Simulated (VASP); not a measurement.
# InP (F-43m) in VASP: notebook, part 2 of 2

VASP 6.6.1.

## Step 3: Single point, RPBE+D4

This run uses another cell than the first one, of 24.16 Å³/atom, 0.980 times its volume.

The input, INCAR:

```
SYSTEM = InP
ALGO = Normal
EDIFF = 1E-6
ENCUT = 520
GGA = RP
ISIF = 2
ISMEAR = -1
IVDW = 13
LASPH = .TRUE.
LCHARG = .FALSE.
LREAL = .FALSE.
LWAVE = .FALSE.
NBANDS = 16
NELM = 100
PREC = Accurate
SIGMA = 0.05
```

The input, KPOINTS:

```
k-points
0
G
  8 8 8
  0 0 0
```

The input, POSCAR:

```
InP
1.0
    0.0000000000      2.8908937935      2.8908937935
    2.8908937935      0.0000000000      2.8908937935
    2.8908937935      2.8908937935      0.0000000000
In P
1 1
Direct
    0.0000000000      0.0000000000      0.0000000000
    0.7500000000      0.7500000000      0.7500000000
```

Potentials or basis: VASP PAW PBE potentials, release 64 (In_d, P).

Run with:

```sh
$ cat potpaw_PBE.64/In_d/POTCAR potpaw_PBE.64/P/POTCAR > POTCAR
$ mpirun -np 1 vasp_std > vasp.out
```

OUTCAR:

```text
SYSTEM = InP
   EDIFF = 1E-6
   ENCUT = 520
   GGA = RP
   ISIF = 2
   ISMEAR = -1
   IVDW = 13
   LASPH = .TRUE.
   LREAL = .FALSE.
   NELM = 100
   PREC = Accurate

 ion  position               nearest neighbor table
   1  0.000  0.000  0.000-   2 2.50   2 2.50   2 2.50   2 2.50
   2  0.750  0.750  0.750-   1 2.50   1 2.50   1 2.50   1 2.50

  LATTYP: Found a face centered cubic cell.
 ALAT       =     5.7817875870

  Lattice vectors:

 A1 = (   0.0000000000,   2.8908937935,   2.8908937935)
 A2 = (   2.8908937935,   0.0000000000,   2.8908937935)
 A3 = (   2.8908937935,   2.8908937935,   0.0000000000)

Analysis of symmetry for initial positions (statically):
=====================================================================
 Subroutine PRICEL returns:
 Original cell was already a primitive cell.

 Routine SETGRP: Setting up the symmetry group for a
 face centered cubic supercell.

 Subroutine GETGRP returns: Found 24 space group operations
 (whereof 24 operations were pure point group operations)
 out of a pool of 48 trial point group operations.

The static configuration has the point symmetry T_d .

Analysis of symmetry for dynamics (positions and initial velocities):
=====================================================================
 Subroutine PRICEL returns:
 Original cell was already a primitive cell.

 Routine SETGRP: Setting up the symmetry group for a
 face centered cubic supercell.

 Subroutine GETGRP returns: Found 24 space group operations
 (whereof 24 operations were pure point group operations)
 out of a pool of 48 trial point group operations.

The dynamic configuration has the point symmetry T_d .

 Subroutine INISYM returns: Found 24 space group operations
 (whereof 24 operations are pure point group operations),
 and found     1 'primitive' translations

----------------------------------------------------------------------------------------

                                     Primitive cell

  volume of cell :      48.3199
[... 108 lines left out ...]
     AMIX     =   0.40;   BMIX     =  1.00
     AMIX_MAG =   1.60;   BMIX_MAG =  1.00
  volume/ion in A,a.u.               =      24.16       163.04
  Fermi-wavevector in a.u.,A,eV,Ry     =   1.177941  2.225986 18.878695  1.387545
  Thomas-Fermi vector in A             =   2.314279
   LORBIT       =      0    0 simple, 1 ext, 2 COOP (PROOUT), +10 PAW based schemes
   GGA     = RP    functional components
   LHFCALC =     F    Hartree Fock is set to
   AEXX    =    0.0000 exact exchange contribution
   IVDW    =    13    specifies the selected vdW correction
   LEPSILON=     F    determine dielectric tensor
   LRPA    =     F    only Hartree local field effects (RPA)
 non-spin polarized calculation
  energy-cutoff  :      520.00
  volume of cell :       48.32
 maximum number of plane-waves:      1316
   NGX = 15   NGY = 15   NGZ = 15

 number of electron      18.0000007 magnetization

 Free energy of the ion-electron system (eV)
  ---------------------------------------------------
  ext. energy  EPLUGINS =         0.00000000
  ---------------------------------------------------
  free energy    TOTEN  =        -7.60703203 eV

  energy without entropy =       -7.60703183  energy(sigma->0) =       -7.60703193

 E-fermi :   6.3092     XC(G=0):  -9.3007

 val. band max:        5.7453968359   @ k =   0.0000   0.0000   0.0000
 cond. band min:       6.8120208384   @ k =   0.0000   0.0000   0.0000
 fundamental gap:      1.0666240025
 Fermi energy:         6.3092291404

 k-point     1 :       0.0000    0.0000    0.0000
  band No.  band energies     occupation
      1      -8.5445      2.00000
      2      -8.5445      2.00000
      3      -8.5445      2.00000
      4      -8.3726      2.00000
      5      -8.3726      2.00000
      6      -6.0288      2.00000
[... 433 lines left out ...]
      3      -8.4663      2.00000
      4      -8.3788      2.00000
      5      -8.3576      2.00000
      6      -3.8383      2.00000
[... 8 lines left out ...]
     15      16.6437      0.00000
     16      17.2656      0.00000

 [... further k-points ...]

------------------------ aborting loop because EDIFF is reached ----------------------------------------

  DFT-D4 for vdW energy calculation

  Edisp (eV):   -1.26963

  FORCE on cell =-STRESS in cart. coord.  units (eV):
  Direction    XX          YY          ZZ          XY          YZ          ZX
  --------------------------------------------------------------------------------------
  -------------------------------------------------------------------------------------
  Total       1.16027     1.16027     1.16027     0.00000     0.00000    -0.00000
  in kB      38.47193    38.47193    38.47193     0.00000     0.00000    -0.00000
  external pressure =       38.47 kB  Pullay stress =        0.00 kB

 VOLUME and BASIS-vectors are now :
 -----------------------------------------------------------------------------
  energy-cutoff  :      520.00
  volume of cell :       48.32
      direct lattice vectors                 reciprocal lattice vectors
     0.000000000  2.890893794  2.890893794    -0.172956890  0.172956890  0.172956890
     2.890893794  0.000000000  2.890893794     0.172956890 -0.172956890  0.172956890
     2.890893794  2.890893794  0.000000000     0.172956890  0.172956890 -0.172956890

 POSITION                                       TOTAL-FORCE (eV/Angst)
 -----------------------------------------------------------------------------------
      0.00000      0.00000      0.00000        -0.000000      0.000000      0.000000
      4.33634      4.33634      4.33634         0.000000     -0.000000     -0.000000
 -----------------------------------------------------------------------------------
    total drift:                                0.000000      0.000000      0.000000

  FREE ENERGIE OF THE ION-ELECTRON SYSTEM (eV)
  ---------------------------------------------------
  free  energy   TOTEN  =        -8.8766629287 eV

  energy  without entropy=       -8.8766627290  energy(sigma->0) =       -8.87666283
```

OSZICAR:

```text
N       E                     dE             d eps       ncg     rms          rms(c)
DAV:   1     0.116156114998E+03    0.11616E+03   -0.84379E+03   936   0.125E+03
DAV:   2     0.102210029791E+00   -0.11605E+03   -0.11127E+03  1000   0.309E+02
DAV:   3    -0.780835246805E+01   -0.79106E+01   -0.78760E+01  1208   0.779E+01
DAV:   4    -0.800876282894E+01   -0.20041E+00   -0.20035E+00  1192   0.132E+01
DAV:   5    -0.801738172648E+01   -0.86189E-02   -0.86188E-02  1352   0.239E+00    0.645E+00
DAV:   6    -0.762885904227E+01    0.38852E+00   -0.59244E-01  1504   0.129E+01    0.402E+00
DAV:   7    -0.760085393577E+01    0.28005E-01   -0.18929E-01  1360   0.355E+00    0.146E+00
DAV:   8    -0.760508063067E+01   -0.42267E-02   -0.20146E-02  1120   0.170E+00    0.395E-01
DAV:   9    -0.760645347913E+01   -0.13728E-02   -0.18167E-03  1152   0.378E-01    0.140E-01
DAV:  10    -0.760680673291E+01   -0.35325E-03   -0.42724E-04  1192   0.302E-01    0.853E-02
DAV:  11    -0.760702506844E+01   -0.21834E-03   -0.37178E-04  1120   0.140E-01    0.248E-02
DAV:  12    -0.760702960461E+01   -0.45362E-05   -0.17326E-05  1192   0.324E-02    0.105E-02
DAV:  13    -0.760703157019E+01   -0.19656E-05   -0.47214E-06  1144   0.111E-02    0.576E-03
DAV:  14    -0.760703203068E+01   -0.46049E-06   -0.61714E-07  1000   0.735E-03
   1 F= -.88766629E+01 E0= -.88766628E+01  d E =-.199668E-06
```

It took 18 s on 1 thread of Intel Xeon 6975P-C (Granite Rapids), shared host; peak memory 0.17 GiB.

Results:

```yaml
Free_energy: -8.8767 eV
Pressure: 3.8 GPa
Band_gap_on_the_k_mesh: 1.07 eV, direct
Dispersion_energy_per_atom: -0.635 eV
```

Caveat: the PAW data sets were made with another functional, which shifts forces and pressure a little; spin-orbit coupling is left out, which moves the levels of the heavy elements. Expect the measured gap to be larger: semilocal functionals such as RPBE lack the derivative discontinuity.

## Step 4: Single point, RPBE+D4

The input, INCAR:

```
PREC = Accurate
ENCUT = 520
EDIFF = 1E-6
ISMEAR = -1
SIGMA = 0.05
LREAL = False
LASPH = True
NELM = 60
ALGO = Normal
ISIF = 2
LWAVE = False
LCHARG = True
GGA = RP
IVDW = 13
LELF = True
LVHAR = True
NBANDS = 16
```

The input, KPOINTS:

```
Automatic mesh
0
Gamma
  8 8 8
```

The input, POSCAR:

```
InP
1.0
    0.0000000000      2.9108316221      2.9108316221
    2.9108316221      0.0000000000      2.9108316221
    2.9108316221      2.9108316221      0.0000000000
In P
1 1
Direct
    0.0000000000      0.0000000000      0.0000000000
    0.7500000000      0.7500000000      0.7500000000
```

Run with:

```sh
$ cat potpaw_PBE.64/In_d/POTCAR potpaw_PBE.64/P/POTCAR > POTCAR
$ mpirun -np 1 vasp_std > vasp.out
```

It took 17 s on 1 thread of Intel Xeon 6975P-C (Granite Rapids), shared host; peak memory 0.17 GiB.

The run converged. Its results:

| Item | Value |
| --- | --- |
| Free energy | -8.8959 eV |
| Pressure | 2.2 GPa |
| Band gap on the k mesh | 0.95 eV, direct |
| Dispersion energy per atom | -0.620 eV |

Levels at points of the mesh, in eV from the valence-band top:
```
           k point  band 6  band 7  band 8  band 9  band 10  band 11  band 12  band 13
(0.00, 0.00, 0.00)  -11.63    0.00    0.00    0.00     0.95     4.13     4.13     4.13
(0.50, 0.00, 0.00)   -9.85   -5.78   -0.99   -0.99     1.65     4.86     4.86     7.31
(0.50, 0.50, 0.00)   -9.17   -5.79   -2.37   -2.37     1.84     2.35     9.49     9.80
```

Caveat: the PAW data sets were made with another functional, which shifts forces and pressure a little; spin-orbit coupling is left out, which moves the levels of the heavy elements.

## Step 5: Single point, PBE exchange alone

This run uses another cell than the first one, of 24.16 Å³/atom, 0.980 times its volume.

The input, INCAR:

```
AGGAC = 0.0 ; ALDAC = 0.0
ALGO = Normal ; EDIFF = 1E-6
ENCUT = 520 ; GGA = PE
ISIF = 2 ; ISMEAR = -1
LASPH = True ; LCHARG = False
LREAL = False ; LWAVE = False
NBANDS = 16 ; NELM = 60
PREC = Accurate ; SIGMA = 0.05
```

The input, KPOINTS:

```
k-points
0
Gamma
  8 8 8
```

The input, POSCAR:

```
InP
1.0
    0.0000000000      2.8908937935      2.8908937935
    2.8908937935      0.0000000000      2.8908937935
    2.8908937935      2.8908937935      0.0000000000
In P
1 1
Direct
    0.0000000000      0.0000000000      0.0000000000
    0.7500000000      0.7500000000      0.7500000000
```

Run with:

```sh
$ cat potpaw_PBE.64/In_d/POTCAR potpaw_PBE.64/P/POTCAR > POTCAR
$ mpirun -np 1 vasp_std > vasp.out
```

Run time: 16 s. Hardware: 1 thread of Intel Xeon 6975P-C (Granite Rapids), shared host; peak memory 0.17 GiB.

Results (log left out):

```yaml
Free_energy: -5.4036 eV
Pressure: 16.2 GPa
Band_gap_on_the_k_mesh: 0.92 eV, direct
```

Levels at points of the mesh, in eV from the valence-band top:
| k point | band 6 | band 7 | band 8 | band 9 | band 10 | band 11 | band 12 | band 13 |
| --- | --- | --- | --- | --- | --- | --- | --- | --- |
| (0.00, 0.00, 0.00) | -11.80 | 0.00 | 0.00 | 0.00 | 0.92 | 4.11 | 4.11 | 4.11 |
| (0.50, 0.00, 0.00) | -9.94 | -5.92 | -1.03 | -1.03 | 1.62 | 4.86 | 4.86 | 7.36 |
| (0.50, 0.50, 0.00) | -9.25 | -5.93 | -2.44 | -2.44 | 1.83 | 2.34 | 9.54 | 9.85 |

Caveat: spin-orbit coupling is left out, which moves the levels of the heavy elements.

## Step 6: Single point, PBE exchange alone

The input, INCAR:

```
SYSTEM = InP
  PREC = Accurate
  ENCUT = 520
  EDIFF = 1E-6
  ISMEAR = -1
  SIGMA = 0.05
  LREAL = .FALSE.
  LASPH = .TRUE.
  NELM = 60
  ALGO = Normal
  ISIF = 2
  LWAVE = .FALSE.
  LCHARG = .FALSE.
  GGA = PE
  ALDAC = 0.0
  AGGAC = 0.0
  NBANDS = 16
```

The input, KPOINTS:

```
regular mesh
0
G
  8 8 8
  0 0 0
```

The input, POSCAR:

```
InP
1.0
    0.0000000000      2.9108316221      2.9108316221
    2.9108316221      0.0000000000      2.9108316221
    2.9108316221      2.9108316221      0.0000000000
In P
1 1
Direct
    0.0000000000      0.0000000000      0.0000000000
    0.7500000000      0.7500000000      0.7500000000
```

Potentials or basis: VASP PAW PBE potentials, release 64 (In_d, P).

Run with:

```sh
$ cat potpaw_PBE.64/In_d/POTCAR potpaw_PBE.64/P/POTCAR > POTCAR
$ mpirun -np 1 vasp_std > vasp.out
```

It took 14 s on 1 thread of Intel Xeon 6975P-C (Granite Rapids), shared host; peak memory 0.17 GiB.

The run converged. Its results:

```yaml
Free_energy: -5.4991 eV
Pressure: 14.1 GPa
Band_gap_on_the_k_mesh: 0.80 eV, direct
```

Levels at points of the mesh, in eV from the valence-band top:
```
           k point  band 6  band 7  band 8  band 9  band 10  band 11  band 12  band 13
(0.00, 0.00, 0.00)  -11.65    0.00    0.00    0.00     0.80     4.11     4.11     4.11
(0.50, 0.00, 0.00)   -9.87   -5.81   -1.00   -1.00     1.57     4.86     4.86     7.31
(0.50, 0.50, 0.00)   -9.20   -5.84   -2.37   -2.37     1.86     2.34     9.40     9.71
```

Caveat: spin-orbit coupling is left out, which moves the levels of the heavy elements.

## Step 7: Summary

| level | potentials or basis | cell | gap on the mesh (eV) | pressure (GPa) |
| --- | --- | --- | --- | --- |
| LDA | VASP PAW LDA potentials, release 64 (In_d, P) | a = 4.117 Å, angles 60.0°, 2 atoms | 0.62 | 0.2 |
| RPBE+D4 | VASP PAW PBE potentials, release 64 (In_d, P) | a = 4.088 Å, angles 60.0°, 2 atoms | 1.07 | 3.8 |
| RPBE+D4 | VASP PAW PBE potentials, release 64 (In_d, P) | a = 4.117 Å, angles 60.0°, 2 atoms | 0.95 | 2.2 |
| PBE exchange alone | VASP PAW PBE potentials, release 64 (In_d, P) | a = 4.088 Å, angles 60.0°, 2 atoms | 0.92 | 16.2 |
| PBE exchange alone | VASP PAW PBE potentials, release 64 (In_d, P) | a = 4.117 Å, angles 60.0°, 2 atoms | 0.80 | 14.1 |

Alike in all rows: task single point; no spin polarisation; k mesh 8 × 8 × 8; cutoff (eV) 520; smearing fermi-dirac 0.05 eV.

Caveats: spin-orbit coupling is left out, which moves the levels of the heavy elements; the PAW data sets were made with another functional, which shifts forces and pressure a little (some runs).

Total energies depend on the potentials used, so only differences within one code and one set of settings carry meaning.

## Step 8: How close it comes

Step 2. Against the measured gap of InP, 1.4236 eV (direct; 1.6 K; a printed reference work, data compilation), the calculated 0.62 eV is off by -0.80 eV. Spin-orbit coupling on In is left out. The value is that of LDA, without temperature or zero-point motion. Semilocal functionals fall short of measured gaps as a rule.

Step 4. Against the measured gap of InP, 1.4236 eV (direct; 1.6 K; a printed reference work, data compilation), the calculated 0.95 eV is off by -0.47 eV. Spin-orbit coupling on In is left out. The value is that of RPBE+D4, without temperature or zero-point motion. Semilocal functionals fall short of measured gaps as a rule.
